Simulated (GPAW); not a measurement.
# MoS2 (P-3m1) in GPAW: single point with PBE

Aim: the single point of MoS2 with PBE.

Program: GPAW 26.7.0. These are calculated values, not measurements. Logs are shortened: lines on timing, memory, paths and dates and some standing lists are left out, and cuts for length are marked. The log counts tension as positive stress, the text compression.

### 1 The structure

It takes space group P-3m1 (No. 164, trigonal). The conventional cell has a = 3.227 Å, b = 3.227 Å, c = 6.312 Å, α = 90.00°, β = 90.00°, γ = 120.00°. Around Mo (site symmetry -3m) lie 6 S at 2.42 Å. S (site symmetry 3m) is surrounded by 3 Mo at 2.42 Å.

Measurements of this composition are mostly on another form, of space group No. 194.

### 2 Single point, PBE

POSCAR reads:

```
MoS2
1.0
    3.2274645616      0.0000000000      0.0000000000
   -1.6137322808      2.7950663001      0.0000000000
    0.0000000000      0.0000000000      6.3124734200
Mo S
1 2
Direct
    0.0000000000      0.0000000000      0.5000000000
    0.6666666667      0.3333333333      0.7446806800
    0.3333333333      0.6666666667      0.2553193200
```

Potentials or basis: GPAW PAW data sets (gpaw-data 1.2.1), pw.

Started as:

```sh
> OMP_NUM_THREADS=1 gpaw run POSCAR -p 'mode=PW(600),xc=PBE,kpts={size:(9,9,4),gamma:True},occupations={name:fermi-dirac,width:0.05},nbands=25,convergence={density:1e-05,energy:1e-05},maxiter=150,txt=gpaw.txt' --properties efs -w gs.gpw
```

What it wrote:

```text
__  _  _
 | _ |_)|_||  |
 |__||  | ||/\| - 26.7.0

Input parameters:
  mode=PW(ecut=600.0),
  convergence={'density': 1e-05, 'energy': 1e-05},
  kpts=MonkhorstPack(size=[9, 9, 4], gamma=True),
  maxiter=150,
  nbands=25,
  occupations=Occupations(name='fermi-dirac', width=0.05),
  xc=XC(name='PBE')

Diagonalizing LCAO Hamiltonian
Converting LCAO to pw mode

            S

       Mo
         S

Atoms  # Å, Bohr magnetons
|   | symbol |         x |        y |        z |    initial magnetic moments |
|---|--------|-----------|----------|----------|-----------------------------|
| 0 |     Mo |  0.000000 | 0.000000 | 3.156237 | ( 0.0000,  0.0000,  0.0000) |
| 1 |      S |  1.613732 | 0.931689 | 4.700777 | ( 0.0000,  0.0000,  0.0000) |
| 2 |      S | -0.000000 | 1.863378 | 1.611696 | ( 0.0000,  0.0000,  0.0000) |

Unit cell  # Å
| periodic |         x |        y |        z |  lengths |     angles |
|----------|-----------|----------|----------|----------|------------|
|      yes |  3.227465 | 0.000000 | 0.000000 | 3.227465 |  90.000000 |
|      yes | -1.613732 | 2.795066 | 0.000000 | 3.227465 |  90.000000 |
|      yes |  0.000000 | 0.000000 | 6.312473 | 6.312473 | 120.000000 |

Number of symmetries: 12
Symmetry operations  # r_c * U_cc + t_c -> r_c
|    | kind |            matrix            |
|----|------|------------------------------|
|  0 |  σ   |  1, 1, 0,  0,-1, 0,  0, 0, 1 |
|  1 |  S6  |  1, 1, 0, -1, 0, 0,  0, 0,-1 |
|  2 |  E   |  1, 0, 0,  0, 1, 0,  0, 0, 1 |
|  3 |  C2  |  1, 0, 0, -1,-1, 0,  0, 0,-1 |
|  4 |  C2  |  0, 1, 0,  1, 0, 0,  0, 0,-1 |
|  5 |  C3  |  0, 1, 0, -1,-1, 0,  0, 0, 1 |
|  6 |  S6  |  0,-1, 0,  1, 1, 0,  0, 0,-1 |
|  7 |  σ   |  0,-1, 0, -1, 0, 0,  0, 0, 1 |
|  8 |  σ   | -1, 0, 0,  1, 1, 0,  0, 0, 1 |
|  9 |  i   | -1, 0, 0,  0,-1, 0,  0, 0,-1 |
| 10 |  C3  | -1,-1, 0,  1, 0, 0,  0, 0, 1 |
| 11 |  C2  | -1,-1, 0,  0, 1, 0,  0, 0,-1 |

BZ-sampling:
  Number of BZ points: 324
  Number of IBZ points: 43

  Monkhorst-Pack size: [9, 9, 4]
  Monkhorst-Pack shift: [0.0, 0.0, 0.125]

K-points  # in reciprocal-cell coordinates
|     |                                coordinates |     weight |
|-----|--------------------------------------------|------------|
|   0 | (  0.00000000,   0.00000000,   0.00000000) | 0.00308642 |
|   1 | (  0.00000000,   0.00000000,   0.25000000) | 0.00617284 |
|   2 | (  0.00000000,   0.00000000,   0.50000000) | 0.00308642 |
|   3 | (  0.11111111,   0.00000000,  -0.25000000) | 0.01851852 |
|   4 | (  0.11111111,   0.00000000,   0.00000000) | 0.01851852 |
|   5 | (  0.11111111,   0.00000000,   0.25000000) | 0.01851852 |
|   6 | (  0.11111111,   0.00000000,   0.50000000) | 0.01851852 |
|   7 | (  0.22222222,  -0.11111111,   0.00000000) | 0.01851852 |
|   8 | (  0.22222222,  -0.11111111,   0.25000000) | 0.03703704 |
|   9 | (  0.22222222,  -0.11111111,   0.50000000) | 0.01851852 |
| ... |                                            |            |
|  42 | (  0.44444444,   0.44444444,   0.50000000) | 0.01851852 |

Plane wave coefficients: 1934
Cutoff: 600.0 eV

Spin-components: 1 (collinear spins)
Bands:           25
Projectors:      16
Spin-degeneracy: 2
Datatype:        complex128

Parallelization:
  kpt:    1
  domain: 1
  band:   1

Density:
  Valence electrons: 26.0
  Components: 1
  Grid points: [20 20 36]
  Charge: 0.0  # |e|

Potential:
  Grid points: [20 20 36]

species:
  Mo:
    name:    Molybdenum
    Z:       42.0
    valence: 14
    core:    28
    charge:  0.0  # [|e|]
    compensation charges:
      type: gauss
      rc: 0.38  # [Å]
      lmax: 2
    cutoffs:
      filter: 2.16  # [Å]
      core: 1.42  # [Å]
    projectors
    | kind |    occ | energy [eV] | rcut [Å] |
    |------|--------|-------------|----------|
    |   4s |  2.000 |     -64.307 |    1.238 |
    |   5s |  1.000 |      -4.084 |    1.238 |
    |   4p |  6.000 |     -38.491 |    1.296 |
    |   5p |  0.000 |      -1.044 |    1.296 |
    |   4d |  5.000 |      -3.754 |    1.296 |
    |    d |        |      23.458 |    1.296 |

    Using partial waves for Mo as LCAO basis

  S:
    name:    Sulfur
    Z:       16.0
    valence: 6
    core:    10
    charge:  0.0  # [|e|]
    compensation charges:
      type: gauss
      rc: 0.24  # [Å]
      lmax: 2
    cutoffs:
      filter: 1.77  # [Å]
      core: 1.66  # [Å]
    projectors
    | kind |    occ | energy [eV] | rcut [Å] |
    |------|--------|-------------|----------|
    |   3s |  2.000 |     -17.254 |    0.974 |
    |   3p |  4.000 |      -7.008 |    0.979 |
    |    s |        |       9.957 |    0.974 |
    |    p |        |      20.203 |    0.979 |
    |    d |        |       0.000 |    0.900 |

    Using partial waves for S as LCAO basis

Reference energy: -131849.312427  # eV

eigensolver:
  PPCG
  Converge bands: occupied
  niter=2

density mixing:
  MSR1-Mixer
  Pratt-step length: 0.05
  Maximum mixing coefficient: 0.75
  Old densities: 10
  SVD Regularization: 0.005
  Good broyden scale: 1.0
  Trust region scale: 1.0
  Backstep threshold: 4.0
  History deletion threshold: 6.0
  Fourier metric: weight=20.0, sigma=0.015

occupation numbers:
  Fermi-Dirac:
    width: 0.0500  # eV

poisson solver:
  ecut: 4800.0  # eV

xc functional:
  name: PBE with 2 nearest neighbor stencil

convergence criteria:
- Maximum integral of absolute [dens]ity change: 1e-05 electrons / valence electron
- Maximum [total energy] change in last 3 cyles: 1e-05 eV / valence electron
- Maximum integral of absolute [eigenst]ate change: 4e-08 eV^2 / valence electron
maximum number of iterations: 150

SCF iterations
|iter     | |      energy | eigst |  dens |
|---------|-|-------------|-------|-------|
|iter:   1| |  -23.120156 | +0.37 |       |
|iter:   2| |  -22.445289 | -1.50 | -0.96 |
|iter:   3| |  -21.316067 | -1.22 | -1.04 |
|iter:   4| |  -21.294097 | -2.39 | -1.51 |
|iter:   5| |  -21.291203 | -2.82 | -1.74 |
|iter:   6| |  -21.287024 | -3.70 | -2.07 |
|iter:   7| |  -21.287004 | -4.51 | -2.76 |
|iter:   8| |  -21.286973c| -5.76 | -3.34 |
|iter:   9| |  -21.286974c| -7.12 | -4.08 |
|iter:  10| |  -21.286974c| -7.51c| -4.69 |
|iter:  11| |  -21.286974c| -8.22c| -5.58c|

Converged in 11 steps
Energy contributions relative to reference atoms: (reference = -131849.312427)

Energy contributions:
  Kinetic:          -1.499462
  Coulomb:          -4.738101
  Zero:             -0.094182
  External:          0.000000
  Xc:              -14.950802
  Entropy:          -0.008854
  Spinorbit:         0.000000
  ----------------------------
  Free energy:     -21.291401
  Extrapolated:    -21.286974

dipole moment: (-6.037270, -10.456859, 0.000002)  # |e|*Ang

Fermi level: 7.544
Eigenvalues  # (at kpt = [0.000, 0.000, 0.000])
| band index |      eig [eV] | occ [0-2] |
|------------|---------------|-----------|
|          0 |       -54.288 |     2.000 |
|        ... |               |           |
|          7 |         3.556 |     2.000 |
|          8 |         3.556 |     2.000 |
|          9 |         5.722 |     2.000 |
|         10 |         6.503 |     2.000 |
|         11 |         6.601 |     2.000 |
|         12 |         6.601 |     2.000 |
|         13 |         7.236 |     1.996 |
|         14 |         7.236 |     1.996 |
|         15 |        10.729 |     0.000 |
|         16 |        10.729 |     0.000 |
|         17 |        13.620 |     0.000 |
|         18 |        13.775 |     0.000 |
|         19 |        17.040 |     0.000 |
|         20 |        17.040 |     0.000 |
|         21 |        17.717 |     0.000 |
|         22 |        20.361 |     0.000 |
|        ... |               |           |
|         24 |        20.438 |     0.000 |

No gap
No difference between direct/indirect transitions

Forces  # eV/Ang
|        x |       y |        z |
|----------|---------|----------|
|  0.00000 | 0.00000 |  0.00000 |  # Mo   0
| -0.00000 | 0.00000 |  0.28797 |  # S    1
|  0.00000 | 0.00000 | -0.28797 |  # S    2

Stress tensor  # eV/Ang^3
|         x |         y |         z |
|-----------|-----------|-----------|
| -0.000466 |  0.000000 |  0.000000 |
|  0.000000 | -0.000466 |  0.000000 |
|  0.000000 |  0.000000 | -0.018412 |

# Writing to gs.gpw (mode='')
```

It took 26 s on 1 thread of Intel Xeon Platinum 8488C (Sapphire Rapids), shared host; peak memory 0.19 GiB.

What came out:

- Free energy: -21.2914 eV
- Pressure: 1.0 GPa
- Largest force: 0.288 eV/Å
- Band gap on the k mesh: none (metal or under the smearing width)

Forces on the atoms (eV/Å):
```
Mo   0.000  0.000  0.000
S    0.000  0.000  0.288
S    0.000  0.000 -0.288
```

Caveat: this functional lacks dispersion, which binds the layers, so the pressure and a relaxed spacing across them are unreliable.
